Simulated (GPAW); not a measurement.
The system is As.

```
CELL_PARAMETERS angstrom
1.88080 1.08588 3.51406
-1.88080 1.08588 3.51406
0.00000 -2.17176 3.51406
ATOMIC_POSITIONS crystal
As 0.22600 0.22600 0.22600
As 0.77400 0.77400 0.77400
```

| Item | Value |
| --- | --- |
| Program | GPAW 26.7.0 |
| Task | relaxation of cell and atoms |
| Functional | PBEsol |
| Dispersion | D3 |
| Potentials or basis | PAW data sets generated in the run's folder for this functional |
| Cutoff | 600 eV |
| Basis | pw |
| k mesh | 6 × 6 × 6 |
| Occupations | fermi-dirac, width 0.05 eV |
| Spin | no spin polarisation |

At the start: pressure -0.8 GPa; volume 21.53 Å³/atom.

**Question.** How do energy, volume and symmetry change on relaxing?

**Answer.** Over 21 steps the energy falls by 12.9 meV/atom and the volume is 20.66 Å³/atom (-4.0 %); space group R-3m (No. 166, to 0.05 Å).

Step by step:
```
step  energy change (eV)  largest force (eV/Å)  pressure (GPa)  volume (Å³)
   1              0.0000                0.3011           -0.79        43.06
   2             -0.0024                0.2593           -0.84        42.99
   3             -0.0065                0.1861           -0.89        42.85
   4             -0.0110                0.1000           -0.90        42.63
   5             -0.0154                0.0254           -0.79        42.32
   6             -0.0192                0.0188           -0.55        41.94
   7             -0.0221                0.0333           -0.16        41.53
   8             -0.0238                0.0320            0.31        41.13
   9             -0.0241                0.0333            0.71        40.81
  10             -0.0242                0.0347            0.68        40.82
  11             -0.0244                0.0370            0.61        40.86
  12             -0.0246                0.0400            0.53        40.90
  13             -0.0249                0.0428            0.42        40.96
  14             -0.0252                0.0447            0.30        41.03
  15             -0.0254                0.0444            0.17        41.11
  16             -0.0256                0.0409            0.05        41.18
  17             -0.0257                0.0322           -0.07        41.26
  18             -0.0258                0.0167           -0.15        41.33
  19             -0.0258                0.0163           -0.15        41.33
  20             -0.0258                0.0154           -0.14        41.33
  21             -0.0258                0.0140           -0.13        41.32
```

Final structure:
```cif
data_structure
_symmetry_space_group_name_H-M 'P 1'
_symmetry_Int_Tables_number 1
_cell_length_a 3.9938
_cell_length_b 3.9938
_cell_length_c 3.9938
_cell_angle_alpha 56.426
_cell_angle_beta 56.426
_cell_angle_gamma 56.426
_cell_volume 41.32
loop_
_atom_site_label
_atom_site_type_symbol
_atom_site_fract_x
_atom_site_fract_y
_atom_site_fract_z
_atom_site_occupancy
As1 As 0.22990 0.22990 0.22990 1
As2 As 0.77010 0.77010 0.77010 1
```

Caveat: later steps reuse the first step's grids; pairwise dispersion overbinds metals, which lowers pressure and volume.
